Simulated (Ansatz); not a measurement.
## TiCo in Ansatz: the effect of functional

TiCo:

```
CELL_PARAMETERS angstrom
2.98611 0.00000 0.00000
0.00000 2.98611 0.00000
0.00000 0.00000 2.98611
ATOMIC_POSITIONS crystal
Co 0.50000 0.50000 0.50000
Ti 0.00000 0.00000 0.00000
```

The cell comes from a database or a generator and needn't be the stable form of this composition.

Alike in all runs:

```yaml
Program: Ansatz 0.2.0
Task: band structure
Potentials_or_basis: all-electron LAPW, scalar-relativistic
Basis_error_allowed: 0.001 eV/atom
k_mesh: 9 × 9 × 9
Occupations: fermi-dirac, width 0.05 eV
Spin: collinear spin, ferromagnetic start
Starting_moments: "[2.0, 1.0] μB"
```

One run gave: pressure -0.5 GPa; moment 0.83 μB. Which functional did it use?
A. PBE
B. LDA
C. PBEsol

A.

```tsv
functional	cutoff	pressure (GPa)	moment (μB)
PBE	279 eV (chosen from the basis error)	-0.5	0.83
LDA	278 eV (chosen from the basis error)	-14.7	0.49
PBEsol	279 eV (chosen from the basis error)	-8.1	0.73
```
